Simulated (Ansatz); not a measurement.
input.yaml (Ansatz)

```yaml
crystal:
  lattice:
    - [7.9993142553, 0.0, 0.0]
    - [-3.9996571277, 6.9276093579, 0.0]
    - [0.0, 0.0, 4.7520941026]
  atoms:
    - { symbol: K, position: [1.0, 1.0, 1.0] }
    - { symbol: K, position: [0.3333333333, 0.6666666667, 0.5] }
    - { symbol: K, position: [0.6666666667, 0.3333333333, 0.5] }
hamiltonian:
  xc: rpbe
  pseudopotentials:
    kind: paw
    azcp:
      K: "pseudopotentials/K.paw.azcp"
basis:
  ecutwfc: 420
  fft_grid_basis: typed
kpoints:
  mp_grid: { grid: [6, 6, 8], shift: [0, 0, 0] }
magnetization:
  spin_polarized: false
scf:
  occupations: { method: fermi_dirac, width: 0.1 }
  lower_state_search: "off"
output:
  stress: true
```

and its output:

```
Engine: ansatz 0.2.0, x86_64-unknown-linux-gnu
Pseudopotentials: kind: paw
Pseudopotential: K, paw, valence charge 9, recommended cutoff 420 eV (normal) 
Functional definition: RPBE
  parameter kappa = 0.804
  parameter beta = 0.06672455060314922
  exchange = rpbe_x(kappa = kappa, mu = beta*pi^2/3)
  correlation = pbe_c(beta = beta)
Crystal: 3 atoms, lattice volume = 263.343 Å³
Basis set: ecut = 420 eV, 5157 PW (Γ)
Bands: 18, of which v1, the nominal top of the filled ones, is band 14 counted from 1 (13 counted from 0)
Symmetry: 24 space group operations
Space group: P6/mmm (ITA 191), of the structure as read, at distance tolerance 6.4e-5 Å
k-points: 35 of 288
Non-local potential: K, projectors of the file, l = 0: 3, l = 1: 2, l = 2: 2
PAW form: soft (Blöchl's): semilocal exchange-correlation on the pseudo side does not see the compensation charge
PAW frozen core: K, regenerated for the run's functional, and the local potential with it (the file was generated under x = pbe(κ = 0.804, μ = 0.2195149727645171), c = pbe(β = 0.06672455060314922))
PAW one-centre angular grid: K, 110 points (default); XC on 64 Gauss nodes
Initial density: superposition of atomic densities (neutral atoms: chi_scale 0, normalization atom), corrected by the library's trained network
Initial wavefunctions: pseudopotential atomic-orbital guess
Functional: x = rpbe, c = pbe(β = 0.06672455060314922)
SCF iter   1: F=—  HF=-4626.251991 eV  |F-HF|=—  |Δ(HF+E_count)|=         —  Δρ=1.45e-3  dr2=2.71e-3  ethr=1.77e-3  ⟨swp⟩=6.3  Hψ=3530  notcnv=0
SCF iter   2: F=—  HF=-4626.253745 eV  |F-HF|=—  |Δ(HF+E_count)|=   1.75e-3  Δρ=8.10e-4  dr2=1.13e-3  ethr=1.00e-5  ⟨swp⟩=1.9  Hψ=975  notcnv=0
SCF iter   3: F=—  HF=-4626.254844 eV  |F-HF|=—  |Δ(HF+E_count)|=   1.10e-3  Δρ=1.19e-4  dr2=1.16e-4  ethr=4.17e-6  ⟨swp⟩=2.5  Hψ=973  notcnv=0
SCF iter   4: F=—  HF=-4626.254877 eV  |F-HF|=—  |Δ(HF+E_count)|=   3.25e-5  Δρ=4.35e-5  dr2=1.40e-5  ethr=4.30e-7  ⟨swp⟩=1.9  Hψ=689  notcnv=0
SCF iter   5: F=—  HF=-4626.254995 eV  |F-HF|=—  |Δ(HF+E_count)|=   1.19e-4  Δρ=1.34e-5  dr2=1.27e-6  ethr=5.18e-8  ⟨swp⟩=1.9  Hψ=683  notcnv=0
SCF iter   6: F=—  HF=-4626.254996 eV  |F-HF|=—  |Δ(HF+E_count)|=   5.04e-7  Δρ=4.45e-6  dr2=1.41e-7  ethr=4.72e-9  ⟨swp⟩=2.1  Hψ=981  notcnv=0
SCF iter   7: F=-4626.254996 eV  HF=-4626.254996 eV  |F-HF|=4.36e-9  |Δ(HF+E_count)|=   1.04e-7  Δρ=1.68e-6  dr2=3.16e-8  ethr=3.70e-10  ⟨swp⟩=3.8  Hψ=1943  notcnv=0
SCF 1 converged in 7 iterations: F = -4626.254996 eV  dr2 = 3.16e-8
SCF converged after 7 iterations
Free energy (F): -4626.254996 eV
Harris-Foulkes:  -4626.254996 eV  (|F-HF|=4.36e-9)
Internal energy: -4626.168422 eV  (E = F + TS)
E sigma→0 (E₀):  -4626.211709 eV
Entropy (-TS):   -0.086573 eV (-28.858 meV/atom)
Fermi energy:    1.223023 eV
--- Per-component energies (eV) ---
  E_band       = -447.756484
  E_kinetic    = 756.259220
  E_local      = -2381.887379  (includes V_loc(G=0)·N_el)
  E_nonlocal   = 35.889449
  E_hartree    = 858.098380
  E_xc         = -403.219459
  E_vxc        = -489.539078  (∫ρ·V_xc dr)
  E_paw        = -2355.877947  (= ΣΔE_a)
  E_vpaw       = -84.672944  (= ΣTr[D̂ρ^β])
  E_aug_tail   = -0.000010  (compensation charges beyond the density's cutoff)
  E_ewald      = -1135.282760
  E_core_change = -0.147916  (= ΣΔE_core)
  E_smearing   = -0.086573  (= −TS)
  E_closure    = -0.000000  (closes the sum)
  Σ components = -4626.254996   (vs F -4626.254996, Δ=0.00e0)
--- Stress (GPa, compression-positive) ---
       -0.209391      -0.000000       0.000000
       -0.000000      -0.209391       0.000000
        0.000000       0.000000      -0.178568
  P = ⅓ Tr σ = -0.1991 GPa (-1.991 kbar)
```
